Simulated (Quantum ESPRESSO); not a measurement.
**SnSe: zone-centre phonons under several settings**

```xyz
2
Lattice="0.0000 3.0100 3.0100 3.0100 0.0000 3.0100 3.0100 3.0100 0.0000" Properties=species:S:1:pos:R:3 pbc="T T T"
Sn    0.0000    0.0000    0.0000
Se    3.0100    3.0100    3.0100
```

Measurements of this composition are mostly on another form, of space group No. 62.

All runs used Quantum ESPRESSO 7.5; k mesh 4 × 4 × 4, shifted; given cell, atoms relaxed; no spin polarisation; occupations smeared at first, fixed for the response.

| level | potentials | cutoff (eV) | pressure (GPa) | lowest optical mode without the field (cm⁻¹) | sum of the Born charges (e) |
| --- | --- | --- | --- | --- | --- |
| LDA | JTH 2.0 LDA | 707 | ? | ? | ? |
| LDA | GBRV 1.5 LDA | 925 | -3.4 | 39i | 0.73 |
| LDA | PseudoDojo 0.4.1 SR LDA standard | 1170 | -3.3 | 36i | 0.69 |
| LDA | PseudoDojo 0.4.1 SR LDA stringent | 1415 | -3.2 | 38i | 0.81 |

Task: What stands in the row left open?

Result: Pressure -3.5 GPa; lowest optical mode without the field 40i cm⁻¹; sum of the Born charges 0.70 e.

Values marked i are imaginary: the cell is unstable against those modes at that level, or the meshes are too thin.

Caveats: some modes are imaginary; the cell is more than 3 GPa from zero pressure, which shifts response properties.

For the row left open. Caveat: the mesh is thin for the dielectric tensor, Born charges and intensities, which usually come out too large; some modes are imaginary; the cell is more than 3 GPa from zero pressure, which shifts response properties; the Born charges break their sum rule by 0.70 e, a sign of too thin a mesh.

The runs don't all hold the same shells in valence.
